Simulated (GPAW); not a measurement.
Write an ASE script for GPAW 26.7.0 that does the following.

| Item | Value |
| --- | --- |
| Task | single point |
| Functional | PBEsol |
| Potentials or basis | PAW data sets generated in the run's folder for this functional |
| Cutoff | 600 eV |
| Basis | pw |
| k mesh | 5 × 5 × 3 |
| Occupations | fermi-dirac, width 0.05 eV |
| Spin | no spin polarisation |
| Maxiter | 150 |

The structure of TaSi2 lies in POSCAR:

```
TaSi2
1.0
    4.7839000000      0.0000000000      0.0000000000
   -2.3919500000      4.1429789292      0.0000000000
    0.0000000000      0.0000000000      6.5700000000
Ta Si
3 6
Direct
    0.0000000000      0.5000000000      0.3333333333
    0.5000000000      0.5000000000      0.6666666667
    0.5000000000      0.0000000000      0.0000000000
    0.3179400000      0.1589700000      0.3333333333
    0.1589700000      0.8410300000      0.6666666667
    0.8410300000      0.6820600000      0.0000000000
    0.6820600000      0.8410300000      0.3333333333
    0.8410300000      0.1589700000      0.6666666667
    0.1589700000      0.3179400000      0.0000000000
```

One way to write it, as run:

run.py

```python
from ase.dft.bandgap import bandgap
from ase.io import read, write
from ase.units import GPa
from gpaw import GPAW, PW, setup_paths

setup_paths.insert(0, '.')

atoms = read('POSCAR')

calc = GPAW(mode=PW(600),
            xc='PBEsol',
            kpts={'size': (5, 5, 3), 'gamma': True},
            occupations={'name': 'fermi-dirac', 'width': 0.05},
            nbands=57,
            convergence={'density': 1e-05, 'energy': 1e-05},
            maxiter=150,
            txt='gpaw.txt')
atoms.calc = calc
energy = atoms.get_potential_energy()
forces = atoms.get_forces()
stress = atoms.get_stress()
calc.write('gs.gpw')
write('result.traj', atoms)
print(f'Energy: {energy:.6f} eV')
print('Forces (eV/A):')
print(forces.round(4))
print('Stress (GPa):', (stress / GPa).round(3))
print('Fermi level:', round(calc.get_fermi_level(), 4), 'eV')
print(f'Gap: {bandgap(calc)[0]:.4f} eV, direct: {bandgap(calc, direct=True)[0]:.4f} eV')
```

Potentials or basis: PAW data sets generated in the run's folder for this functional, pw.

The run is started by

```console
$ gpaw-setup -f PBEsol Si Ta
$ OMP_NUM_THREADS=1 python run.py
```

It gave:

```json
{
 "Pressure": "-1.4 GPa",
 "Largest force": "0.022 eV/Å",
 "Band gap on the k mesh": "none (metal or under the smearing width)"
}
```

It took 2.1 min on 1 thread of Arm Neoverse V1, with other jobs on the host, peak memory 0.29 GiB.
